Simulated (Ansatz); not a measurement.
# From the elastic tensor of CdTe to moduli and sound speeds

The calculation used DFT PBEsol, scalar-relativistic, plane waves, PAW (Ansatz). Plane waves to 420 eV; Γ-centred k mesh 8×8×8; fixed occupations. No spin polarisation.

It takes space group F-43m (No. 216, cubic). The conventional cell has a = 6.489 Å, b = 6.489 Å, c = 6.489 Å, α = 90.00°, β = 90.00°, γ = 90.00°. Around Cd (site symmetry -43m) lie 4 Te at 2.81 Å. Te (site symmetry -43m) has 4 Cd at 2.81 Å as nearest neighbours.

Relaxed-ion constants (GPa, on the Cartesian axes of the calculation):
```
52.8 35.7 35.7  0.0  0.0  0.0
35.7 52.8 35.7  0.0  0.0  0.0
35.7 35.7 52.8  0.0  0.0  0.0
 0.0  0.0  0.0 19.9  0.0  0.0
 0.0  0.0  0.0  0.0 19.9  0.0
 0.0  0.0  0.0  0.0  0.0 19.9
```

Density 5.834 g/cm³; 2 atoms in 68.32 Å³.

The values that follow are for a polycrystal of randomly turned grains, by Hill's mean where one number stands.

With S = C⁻¹: B_V = (C11+C22+C33+2(C12+C13+C23))/9, G_V = (C11+C22+C33−C12−C13−C23+3(C44+C55+C66))/15, 1/B_R = S11+S22+S33+2(S12+S13+S23), 15/G_R = 4(S11+S22+S33−S12−S13−S23)+3(S44+S55+S66); Hill is their mean. Then v_l = √((B+4G/3)/ρ), v_t = √(G/ρ), v_m = [(2/v_t³+1/v_l³)/3]^(−1/3) and Θ = (ħ/k_B)·v_m·(6π²n/V)^(1/3) for n atoms in the volume V; E = 9BG/(3B+G), ν = (3B−2G)/(2(3B+G)) and A^U = 5G_V/G_R + B_V/B_R − 6.

* Bulk modulus, Voigt / Reuss / Hill: 41.4 / 41.4 / 41.4 GPa
* Shear modulus, Voigt / Reuss / Hill: 15.3 / 13.0 / 14.2 GPa
* Young's modulus: 38 GPa
* Poisson ratio: 0.346
* Pugh ratio B/G: 2.92
* Universal anisotropy index: 0.90
* Longitudinal and transverse sound speeds: 3214 and 1559 m/s
* Debye temperature from the mean sound speed: 161 K

Cost: 1 run of about 3.1 core-minutes, on Intel Xeon Platinum 8259CL (Skylake/Cascade Lake) (shared hosts).

CdTe resists compression much better than shear: the bulk modulus is 41.4 GPa, the Hill shear modulus only 14.2 GPa. In a tetrahedral network, volume change must stretch the bonds, whereas shear can be taken up largely by bending bond angles. The partly ionic Cd–Te bond has weak angular forces, since charge drawn towards Te makes the sp³ bonds less directional than in the group IV semiconductors.

The anisotropy lies wholly in shear, as cubic symmetry makes the Voigt and Reuss bulk moduli identical. C44 lies well above half the difference between C11 and C12, so the crystal is stiffest in tension along ⟨111⟩, the bond direction, and softest along ⟨100⟩, where strain mostly changes bond angles. Low shear stiffness and heavy atoms together account for the slow transverse sound and the Debye temperature of 161 K.

The Pugh ratio of 2.92 would suggest ductility by the usual rule for metals, but in a semiconductor that cleaves readily it mainly reflects weak angular forces and says nothing about dislocation mobility or fracture.
